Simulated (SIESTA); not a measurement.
## SiO2 under changes of volume

One of the cells (8.044 Å³/atom); the others are scaled copies at fixed shape and fractional positions:

```
CELL_PARAMETERS angstrom
4.23317 0.00000 0.00000
0.00000 4.23317 0.00000
0.00000 0.00000 2.69349
ATOMIC_POSITIONS crystal
Si 0.00000 0.00000 0.00000
Si 0.50000 0.50000 0.50000
O 0.80684 0.19316 0.50000
O 0.30684 0.30684 0.00000
O 0.19316 0.80684 0.50000
O 0.69316 0.69316 0.00000
```

The cell comes from a database or a generator and needn't be the stable form of this composition.

- Program: SIESTA 5.4.2
- Functional: PBEsol
- Potentials or basis: PseudoDojo 0.4 standard (PBEsol files)
- Basis: DZP (energy shift 0.003 Ry)
- Grid cutoff: 800 Ry
- Energy shift: 0.003 Ry
- k mesh: 4 × 4 × 8
- Occupations: fermi-dirac, width 0.05 eV
- Spin: no spin polarisation

```csv
volume (Å³/atom),energy over the lowest point (meV/atom),pressure (GPa),gap on the mesh (eV),largest force (eV/Å)
7.562,17.24,16.0,6.01,0.446
7.723,5.04,8.5,5.63,0.291
7.884,0.00,1.7,5.25,0.146
8.044,1.36,-4.3,4.90,0.005
8.205,8.52,-9.8,4.56,0.123
8.366,?,?,?,?
8.527,38.14,-19.2,3.92,0.354
```

Task: What does the run at 8.366 Å³/atom give?

Result: Energy over the lowest point 20.99 meV/atom; pressure -14.8 GPa; gap on the mesh 4.23 eV; largest force 0.243 eV/Å.

Worked out: A Birch-Murnaghan fit of order 3 (a polynomial in V^(-2/3)) to the other rows has its minimum at 7.93 Å³/atom with B0 = V·E''(V) = 307 GPa and B' = 4.0 at fixed shape and positions, which overstates the stiffness. It gives 20.96 meV/atom at 8.366 Å³/atom, against the run's 20.99, and -dE/dV = -14.8 GPa, against -14.8. A straight line through the other rows of the gap, of slope -17.4 eV per unit of ln V (its deformation potential), gives 4.23 eV, against the run's 4.23.

Energies are extrapolated to zero smearing.

Caveats: the basis of atomic orbitals isn't converged, which shifts pressures, moduli and gaps.
